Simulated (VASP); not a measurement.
Write the native input for VASP 6.6.1 that does the following.

```
Task                   : relaxation of cell and atoms
Functional             : r2SCAN
Potentials or basis    : VASP PAW PBE potentials, release 64 (Co, Al)
Cutoff                 : 600 eV
k mesh                 : 14 × 14 × 14
Occupations            : methfessel-paxton, width 0.1 eV
Spin                   : no spin polarisation
Further INCAR settings : ALGO = Normal; EDIFF = 1e-07; IBRION = 2; EDIFFG = -0.005; NSW = 60; ISIF = 3
```

The structure of AlCo lies in POSCAR:

```
AlCo
1.0
    2.8200000000      0.0000000000      0.0000000000
    0.0000000000      2.8200000000      0.0000000000
    0.0000000000      0.0000000000      2.8200000000
Co Al
1 1
Direct
    0.0000000000      0.0000000000      0.0000000000
    0.5000000000      0.5000000000      0.5000000000
```

The cell was built by a generator and needn't be a form met in nature.

One way to write it, as run:

INCAR

```
SYSTEM = AlCo
PREC = Accurate
ENCUT = 600
EDIFF = 1E-7
ISMEAR = 1
SIGMA = 0.1
LREAL = .False.
LASPH = .True.
NELM = 120
ALGO = Normal
ISIF = 3
LWAVE = .False.
LCHARG = .False.
METAGGA = R2SCAN
LMIXTAU = .True.
IBRION = 2
NSW = 60
EDIFFG = -0.005
```

KPOINTS

```
regular mesh
0
Gamma
  14 14 14
  0 0 0
```

Potentials or basis: VASP PAW PBE potentials, release 64 (Co, Al).

Run with:

```console
$ cat potpaw_PBE.64/Co/POTCAR potpaw_PBE.64/Al/POTCAR > POTCAR
$ mpirun -np 1 vasp_std > vasp.out
```

Results of the run:

```yaml
Relaxed_volume: 11.23 Å³/atom
Relaxed_cell: a = 2.821 Å, b = 2.821 Å, c = 2.821 Å, α = 90.00°, β = 90.00°, γ = 90.00°
Space_group_after_relaxing_to_0.05_Å: Pm-3m (No. 221)
Energy_gained_by_relaxing: 0.0 meV/atom
Ionic_steps: 3
Pressure_after_relaxing: 0.0 GPa
Band_gap_on_the_k_mesh: none (metal or under the smearing width)
```

Caveat: the PAW data sets were made with another functional, which shifts forces and pressure a little.

It took 65 s on 1 thread of Intel(R) Xeon(R) 6975P-C (Granite Rapids) (shared host), peak memory 0.17 GiB.
